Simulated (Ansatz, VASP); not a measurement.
Two plane-wave programs on GaSb

```xyz
2
Lattice="0.0000 3.0349 3.0349 3.0349 0.0000 3.0349 3.0349 3.0349 0.0000" Properties=species:S:1:pos:R:3 pbc="T T T"
Ga    0.0000    0.0000    0.0000
Sb    1.5175    1.5175    1.5175
```

Alike in both runs: task single point; functional r2SCAN; k mesh 6 × 6 × 6; occupations fermi-dirac, width 0.02 eV; no spin polarisation.

```csv
,VASP,Ansatz
version,VASP 6.6.1,Ansatz 0.2.0
potentials or method,"VASP PAW PBE potentials, release 64 (Ga_d, Sb)","plane waves, PAW"
plane-wave cutoff (eV),520,500
valence electrons in the cell,18,28
```

|  | VASP | Ansatz | Ansatz less VASP |
| --- | --- | --- | --- |
| pressure (GPa) | 1.9 | 1.7 | -0.14 |

The two sets of potentials don't hold the same shells in valence.

Caveats: the PAW data sets were made with another functional, which shifts forces and pressure a little (VASP); spin-orbit coupling is left out, which moves the levels of the heavy elements. A k mesh can miss the band edges. r2SCAN opens gaps a little over a GGA but as a rule still falls short of measured ones.
